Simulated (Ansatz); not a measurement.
# Dielectric response of PbF2 (111) films, part 2 of 2

Wanted: ε of fluorite PbF2 (111) by finite fields on slabs, and the band edges against the vacuum where run.

Ansatz 0.2.0; plane-wave DFT, PBEsol, Ansatz PAW.

So far, gap on the k-mesh (eV): step 2 (relaxing the slab, 6 atoms, units 2) 4.52; step 10 (single point, 9 atoms, units 3, field 0.05 V/Å) 4.09; step 11 (single point, 9 atoms, units 3, field -0.05 V/Å) 4.09; step 13 (field on, atoms free, 9 atoms, units 3, field 0.05 V/Å) 4.13; step 14 (field on, atoms free, 9 atoms, units 3, field -0.05 V/Å) 4.13.

## 16. Relaxing the slab, 15 atoms, units 5

This step: plane-wave DFT, PBEsol, Ansatz PAW (Ansatz 0.2.0).

System of this step: PbF2 (111), 5 units. The cell holds 15 atoms: 10 F and 5 Pb. Cell: a = 4.200 Å, b = 4.200 Å, c = 33.433 Å, α = 90.0°, β = 90.0°, γ = 120.0°. It derives from PbF2 (fluorite PbF2). Vacuum lies along c.

File input.yaml:

```yaml
crystal:
  lattice:
    - [4.20021428, 0.0, 0.0]
    - [-2.10010714, 3.63749227, 0.0]
    - [0.0, 0.0, 33.4325726954]
  atoms:
    - { symbol: F, position: [0.66666667, 0.33333333, 0.2691985472] }
    - { symbol: Pb, position: [0.33333333, 0.66666667, 0.2948431531] }
    - { symbol: F, position: [0.0, 0.0, 0.320487759] }
    - { symbol: F, position: [0.33333333, 0.66666667, 0.3717769707] }
    - { symbol: Pb, position: [0.0, 0.0, 0.3974215765] }
    - { symbol: F, position: [0.66666667, 0.33333333, 0.4230661824] }
    - { symbol: F, position: [0.0, 0.0, 0.4743553941] }
    - { symbol: Pb, position: [0.66666667, 0.33333333, 0.5] }
    - { symbol: F, position: [0.33333333, 0.66666667, 0.5256446059] }
    - { symbol: F, position: [0.66666667, 0.33333333, 0.5769338176] }
    - { symbol: Pb, position: [0.33333333, 0.66666667, 0.6025784235] }
    - { symbol: F, position: [0.0, 0.0, 0.6282230293] }
    - { symbol: F, position: [0.33333333, 0.66666667, 0.679512241] }
    - { symbol: Pb, position: [0.0, 0.0, 0.7051568469] }
    - { symbol: F, position: [0.66666667, 0.33333333, 0.7308014528] }
kpoints:
  mp_grid: { grid: [6, 6, 1] }
hamiltonian:
  xc: pbesol
scf:
  occupations: { method: fixed }
  convergence: { dr2_threshold: 1.0e-09 }
efield:
  axis: 3
  dipole_correction: true
  ramp_position: 0.97
  ramp_width: 0.06
relax:
  f_tol: 0.003
  max_steps: 100
output:
  eigenvalues: true
  dos: { projected: true, e_range: [-7, 7] }
  write_potential: true
  write_density: true
  volumetric_format: npy
checkpoint:
  write: rel5.run
  compress: false
  write_wavefunctions: false
```

Started as:

```sh
> ansatz run input.yaml --threads 4 --pin off --max-ram 6144MiB --backend cpu --events-out ev --progress --plain --runs-dir out
```

Elapsed: 1.9 min, on 4 threads of Arm Neoverse N1, shared host; peak memory 1.3 GiB.

Step by step:

| step | energy less that of the first step (eV) | largest force component (eV/Å) |
| --- | --- | --- |
| 1 | 0.0000 | 0.3691 |
| 2 | -0.0948 | 0.3742 |
| 3 | -0.1315 | 0.2823 |
| 4 | -0.1430 | 0.0406 |
| 5 | -0.1433 | 0.0057 |
| 6 | -0.1433 | 0.0011 |

The run keeps the 6 symmetry operations that it works with, so distortions that break them were not tested.

The atoms that moved most (Å):

| atom | dx | dy | dz | length |
| --- | --- | --- | --- | --- |
| F15 | 0.000 | 0.000 | -0.360 | 0.360 |
| F1 | 0.000 | 0.000 | 0.360 | 0.360 |
| F3 | 0.000 | 0.000 | 0.173 | 0.173 |
| F13 | 0.000 | 0.000 | -0.173 | 0.173 |
| Pb14 | 0.000 | 0.000 | -0.140 | 0.140 |
| Pb2 | 0.000 | 0.000 | 0.140 | 0.140 |
| F7 | 0.000 | 0.000 | 0.040 | 0.040 |
| F9 | 0.000 | 0.000 | -0.040 | 0.040 |

Running mean over 3.429 Å of the planar mean; the ramp of the sawtooth is left out. Electron's electrostatic potential energy less the highest filled level against z:

| z (Å) | electron's electrostatic potential energy less the highest filled level (eV) |
| --- | --- |
| 4 | 6.51 |
| 5 | 6.51 |
| 6 | 6.51 |
| 7 | 6.36 |
| 8 | 3.86 |
| 9 | 0.529 |
| 10 | -0.872 |
| 11 | -1.57 |
| 12 | -1.47 |
| 13 | -1.29 |
| 14 | -1.18 |
| 15 | -1.28 |
| 16 | -1.21 |
| 17 | -1.14 |
| 18 | -1.28 |
| 19 | -1.23 |
| 20 | -1.20 |
| 21 | -1.50 |
| 22 | -1.47 |
| 23 | -1.14 |
| 24 | -0.444 |
| 25 | 2.37 |
| 26 | 5.77 |
| 27 | 6.49 |
| 28 | 6.51 |
| 29 | 6.51 |
| 30 | 6.51 |

The relaxation took 6 steps and lowered the energy by 0.14 eV; the largest force on the free atoms ends at 0.0011 eV/Å.

The gap is 4.11 eV, with the valence edge 6.51 eV and the conduction edge 2.40 eV under the upper vacuum level.

## 17. Atoms held, 15 atoms, units 5, field 0.05 V/Å

File input.yaml:

```yaml
crystal:
  lattice:
    - [4.2002142813, 0.0, 0.0]
    - [-2.1001071406, 3.6374922689, 0.0]
    - [0.0, 0.0, 33.4325726954]
  atoms:
    - { symbol: F, position: [0.6666666667, 0.3333333333, 0.2799588649] }
    - { symbol: Pb, position: [0.3333333333, 0.6666666667, 0.2990279791] }
    - { symbol: F, position: [0.0, 0.0, 0.325653862] }
    - { symbol: F, position: [0.3333333333, 0.6666666667, 0.3715147511] }
    - { symbol: Pb, position: [0.0, 0.0, 0.398593031] }
    - { symbol: F, position: [0.6666666667, 0.3333333333, 0.4230643688] }
    - { symbol: F, position: [0.0, 0.0, 0.4755601937] }
    - { symbol: Pb, position: [0.6666666667, 0.3333333333, 0.4999999988] }
    - { symbol: F, position: [0.3333333333, 0.6666666667, 0.5244398066] }
    - { symbol: F, position: [0.6666666667, 0.3333333333, 0.5769356312] }
    - { symbol: Pb, position: [0.3333333333, 0.6666666667, 0.6014069678] }
    - { symbol: F, position: [0.0, 0.0, 0.6284852556] }
    - { symbol: F, position: [0.3333333333, 0.6666666667, 0.6743461491] }
    - { symbol: Pb, position: [0.0, 0.0, 0.7009720124] }
    - { symbol: F, position: [0.6666666667, 0.3333333333, 0.720041128] }
kpoints:
  mp_grid: { grid: [6, 6, 1] }
hamiltonian:
  xc: pbesol
scf:
  occupations: { method: fixed }
  convergence: { dr2_threshold: 1.0e-10 }
efield:
  axis: 3
  dipole_correction: true
  ramp_position: 0.97
  ramp_width: 0.06
  amplitude: 0.05
output:
  write_potential: true
  write_density: true
  volumetric_format: npy
```

It took 24 s on 4 threads; peak memory 1.2 GiB; 95 s of CPU time.

The dipole is 0.0503 e·Å, and the gap on the mesh 4.001 eV.

## 18. Atoms held, 15 atoms, units 5, field -0.05 V/Å

Changes to input.yaml since step 17:

```diff
@@ -33,3 +33,3 @@
   ramp_width: 0.06
-  amplitude: 0.05
+  amplitude: -0.05
 output:
```

Elapsed: 24 s, on 4 threads; peak memory 1.2 GiB; 95 s of CPU time.

The dipole is -0.0503 e·Å, and the gap on the mesh 4.001 eV.

## 19. Response with the atoms held, 15 atoms, units 5

This step: plane-wave DFT, PBEsol, Ansatz PAW; response to a field along the normal, atoms held (Ansatz 0.2.0).

Local field over the applied field, running mean. From the potentials at -0.05 and 0.05 V/Å; running mean over 3.429 Å, taken twice. Table of local field over applied field by z:

| z (Å) | local field over applied field |
| --- | --- |
| 5 | 0.995 |
| 6 | 0.965 |
| 7 | 0.871 |
| 8 | 0.713 |
| 9 | 0.526 |
| 10 | 0.377 |
| 11 | 0.299 |
| 12 | 0.278 |
| 13 | 0.285 |
| 14 | 0.292 |
| 15 | 0.298 |
| 16 | 0.298 |
| 17 | 0.298 |
| 18 | 0.298 |
| 19 | 0.295 |
| 20 | 0.288 |
| 21 | 0.280 |
| 22 | 0.284 |
| 23 | 0.334 |
| 24 | 0.453 |
| 25 | 0.632 |
| 26 | 0.809 |
| 27 | 0.933 |
| 28 | 0.987 |

The induced dipole is that of a conductor 11.91 Å thick.

## 20. Relaxing in the field, 15 atoms, units 5, field 0.05 V/Å

This step: plane-wave DFT, PBEsol, Ansatz PAW (Ansatz 0.2.0).

Changes to input.yaml since step 18:

```diff
@@ -33,3 +33,6 @@
   ramp_width: 0.06
-  amplitude: -0.05
+  amplitude: 0.05
+relax:
+  f_tol: 0.0006
+  max_steps: 70
 output:
```

The job ended after 87 s (4 threads; peak memory 1.2 GiB; 5.7 min of CPU time).

The relaxation took 7 steps and lowered the energy by 4.6e-4 eV; the largest force on the free atoms ends at 4.3e-4 eV/Å.

The dipole is 0.0687 e·Å, and the gap on the mesh 4.098 eV.

## 21. Field on, atoms free, 15 atoms, units 5, field -0.05 V/Å

Changes to input.yaml since step 20:

```diff
@@ -33,3 +33,3 @@
   ramp_width: 0.06
-  amplitude: 0.05
+  amplitude: -0.05
 relax:
```

It took 90 s on 4 threads; peak memory 1.2 GiB.

The relaxation took 7 steps and lowered the energy by 4.6e-4 eV; the largest force on the free atoms ends at 3.0e-4 eV/Å.

The dipole is -0.0687 e·Å, and the gap on the mesh 4.098 eV.

## 22. Response with the atoms relaxed, 15 atoms, units 5

This step: plane-wave DFT, PBEsol, Ansatz PAW; response to a field along the normal, atoms relaxed (Ansatz 0.2.0).

Local field over the applied field, running mean. From the potentials at -0.05 and 0.05 V/Å; running mean over 3.429 Å, taken twice. Local field over applied field against z:

| z (Å) | local field over applied field |
| --- | --- |
| 5 | 0.994 |
| 6 | 0.943 |
| 7 | 0.843 |
| 8 | 0.585 |
| 9 | 0.381 |
| 10 | 0.131 |
| 11 | 0.0585 |
| 12 | 0.0370 |
| 13 | -2.9e-4 |
| 14 | 0.0352 |
| 15 | 0.0341 |
| 16 | 0.0423 |
| 17 | 0.0365 |
| 18 | 0.0376 |
| 19 | 0.0359 |
| 20 | 0.0258 |
| 21 | 0.00536 |
| 22 | 0.0516 |
| 23 | 0.0697 |
| 24 | 0.292 |
| 25 | 0.476 |
| 26 | 0.732 |
| 27 | 0.926 |
| 28 | 0.972 |

The induced dipole is that of a conductor 16.26 Å thick.

## 23. Electronic ε from the series

This step: plane-wave DFT, PBEsol, Ansatz PAW; permittivity from the thickness series, atoms held (Ansatz 0.2.0).

Each added layer adds t(1 − 1/ε) to the dipole term, so the slope against thickness gives ε without a choice of where the film ends.

Numbers from this step:

| Quantity | Value |
| --- | --- |
| slope | 0.7012 |
| intercept of the fit | 1.585 Å |
| ε of the interior | 3.346 |

Equivalent conductor thickness against distance between the outer atoms:

| distance between the outer atoms (Å) | equivalent conductor thickness (Å) |
| --- | --- |
| 4.49 | 4.76 |
| 7.98 | 7.15 |
| 14.71 | 11.9 |

By hand, from the thinnest and the thickest film: slope = (11.913 − 4.757) / (14.713 − 4.492) = 0.700, so ε = 1/(1 − 0.700) = 3.33.

## 24. Static ε from the series

This step: plane-wave DFT, PBEsol, Ansatz PAW; permittivity from the thickness series, atoms relaxed (Ansatz 0.2.0).

The same fit for the relaxed films. The nearer its slope lies to 1, the more ε hangs on small errors.

This step gave:

* slope: 0.9664
* intercept of the fit: 2.050 Å
* ε of the interior: 29.74

Table of equivalent conductor thickness by distance between the outer atoms:

| distance between the outer atoms (Å) | equivalent conductor thickness (Å) |
| --- | --- |
| 4.49 | 6.38 |
| 7.98 | 9.78 |
| 14.71 | 16.3 |

By hand, from the thinnest and the thickest film: slope = (16.264 − 6.380) / (14.715 − 4.492) = 0.967, so ε = 1/(1 − 0.967) = 30.2. One nm of such a film has the capacitance of 3.9/30.2 = 0.13 nm of SiO₂ (its equivalent oxide thickness).

## 25. Varying the input

This step: plane-wave DFT, PBEsol, Ansatz PAW (Ansatz 0.2.0).

System of this step: PbF2 (111), 2 units. The cell holds 6 atoms: 4 F and 2 Pb. Cell: a = 4.200 Å, b = 4.200 Å, c = 23.144 Å, α = 90.0°, β = 90.0°, γ = 120.0°. It derives from PbF2 (fluorite PbF2). Vacuum lies along c.

A run with a changed input: it repeats the earlier run at 0.05 V/Å, 2 units with basis.xc_grid to 2, kpoints.mp_grid.grid from [6, 6, 1] to [5, 5, 1] and scf.algorithm to direct_min.

File input.yaml:

```yaml
crystal:
  lattice:
    - [4.2002142813, 0.0, 0.0]
    - [-2.1001071406, 3.6374922689, 0.0]
    - [0.0, 0.0, 23.1441908985]
  atoms:
    - { symbol: F, position: [0.6666666667, 0.3333333333, 0.4029559726] }
    - { symbol: Pb, position: [0.3333333333, 0.6666666667, 0.4288916748] }
    - { symbol: F, position: [0.0, 0.0, 0.4698773477] }
    - { symbol: F, position: [0.3333333333, 0.6666666667, 0.5301226704] }
    - { symbol: Pb, position: [0.0, 0.0, 0.5711083111] }
    - { symbol: F, position: [0.6666666667, 0.3333333333, 0.5970440234] }
kpoints:
  mp_grid: { grid: [5, 5, 1] }
hamiltonian:
  xc: pbesol
scf:
  occupations: { method: fixed }
  convergence: { dr2_threshold: 1.0e-10 }
  algorithm: direct_min
efield:
  axis: 3
  dipole_correction: true
  ramp_position: 0.97
  ramp_width: 0.06
  amplitude: 0.05
output:
  write_potential: true
  write_density: true
  volumetric_format: npy
basis:
  xc_grid: 2
```

Wall time 15 s (4 threads); peak memory 0.63 GiB; 58 s of CPU time.

| quantity | this run | earlier run | difference |
| --- | --- | --- | --- |
| dipole along the normal (e·Å) | 0.02008 | 0.02008 | -1.2e-6 |
| gap on the k-mesh (eV) | 4.530 | 4.496 | 0.034 |

What moves beyond 0.01 in its unit (for the dipole 0.5 % and 5e-5 e·Å): gap on the k-mesh (+0.0341 eV).

The change shows in the results, which are not taken further.

## 26. The same run with other settings

Another changed input: it repeats the earlier run at 0.05 V/Å, 2 units with efield.dipole_correction from true to false.

Changes to input.yaml since step 25:

```diff
@@ -13,3 +13,3 @@
 kpoints:
-  mp_grid: { grid: [5, 5, 1] }
+  mp_grid: { grid: [6, 6, 1] }
 hamiltonian:
@@ -19,6 +19,5 @@
   convergence: { dr2_threshold: 1.0e-10 }
-  algorithm: direct_min
 efield:
   axis: 3
-  dipole_correction: true
+  dipole_correction: false
   ramp_position: 0.97
@@ -30,3 +29 @@
   volumetric_format: npy
-basis:
-  xc_grid: 2
```

Wall time 5 s (4 threads); peak memory 0.65 GiB.

| quantity | this run | earlier run | difference |
| --- | --- | --- | --- |
| dipole along the normal (e·Å) | 0.02528 | 0.02008 | 0.0052 |
| gap on the k-mesh (eV) | 4.487 | 4.496 | -0.0085 |

With the dipole correction off, the periodic images add a field of their own to the typed one.

What moves beyond 0.01 in its unit (for the dipole 0.5 % and 5e-5 e·Å): dipole along the normal (+0.0052 e·Å).

These numbers are not those of the isolated slab.

## 27. Summary of results

```json
{
  "electronic ε from the thickness series": "3.35",
  "static ε from the thickness series": "29.7",
  "local electronic ε, middle of 5 units": "3.36"
}
```

In words: The films give an electronic ε of 3.35 and a static ε of 29.7. The slope of the series and the field inside the thickest film give 3.35 and 3.36, in agreement. Ions raise ε from 3.35 to 29.7. A static value this large rests on a slope near 1, so small errors in the relaxed forces change it much, and it depends strongly on the in-plane lattice constant. The in-plane lattice constants are held at typed bulk values. Semilocal functionals tend to overestimate the electronic ε a little.

[Logs are printed without paths, hosts, clocks, repeated set-up lines and the standing remarks that a program may print on its own settings, such as how far it seeks lower states.]

[Hosts, paths, dates, database ids (printed as entryN), source tags and the programs' standing remarks are cut or masked in the printed files.]

[Maps of the electrostatic potential energy from Ansatz leave out the sawtooth potential of an applied field or a dipole correction, so their vacuum need not be flat; planar profiles and work functions include it.]
